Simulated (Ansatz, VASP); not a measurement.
# Two plane-wave programs on C

```
CELL_PARAMETERS angstrom
1.23326 0.71202 4.21367
-1.23326 0.71202 4.21367
0.00000 -1.42404 4.21367
ATOMIC_POSITIONS crystal
C 0.16666 0.16666 0.16666
C 0.83334 0.83334 0.83334
```

Alike in both runs: functional PBE; k mesh 18 × 18 × 18; occupations gaussian, width 0.01 eV; no spin polarisation.

Ansatz relaxed the structure, and its values are those at the end. VASP's run is a single point on that final structure, the one shown.

```csv
,VASP,Ansatz
version,VASP 6.6.1,Ansatz 0.2.0
potentials or method,"VASP PAW PBE potentials, release 64 (C)","scalar-relativistic, plane waves, PAW"
plane-wave cutoff (eV),520,420
valence electrons in the cell,8,8
```

```csv
,VASP,Ansatz,Ansatz less VASP
gap on the k mesh at the Fermi level (eV),0.14,0.14,0.000
least direct gap on the mesh (eV),0.14,0.14,0.000
pressure (GPa),0.4,0.0,-0.36
```
